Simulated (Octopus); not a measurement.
Crystal: Be.

```
Be
1.0
     2.28530    0.00000    0.00000
    -1.14265    1.97913    0.00000
     0.00000    0.00000    3.58420
Be
2
Direct
  0.66667 0.33333 0.75000
  0.33333 0.66667 0.25000
```

```yaml
Program: Octopus 16.4
Task: single point
Functional: PBEsol
Potentials_or_basis: pseudodojo_pbesol (PseudoDojo 0.4, PBEsol)
Grid_spacing: 0.120 × 0.120 × 0.119 Å
k_mesh: 13 × 13 × 8
Occupations: fermi-dirac, width 0.05 eV
Spin: no spin polarisation
```

On this cell: largest force under 0.003 eV/Å; band gap on the k mesh none (metal or under the smearing width).

The same run follows on a disturbed copy (atoms moved at random, drawn with an rms of 0.05 Å):

```
Be
1.0
     2.28530    0.00000    0.00000
    -1.14265    1.97913    0.00000
     0.00000    0.00000    3.58420
Be
2
Direct
  0.68824 0.33844 0.75018
  0.31739 0.65676 0.25854
```

Problem. What changes?

Solution. The energy (extrapolated to zero smearing) moves by +7.1 meV/atom; largest force 0.365 eV/Å; band gap on the k mesh none (metal or under the smearing width).

Forces on the atoms (eV/Å):
```
Be  -0.258 -0.119  0.230
Be   0.258  0.119 -0.230
```
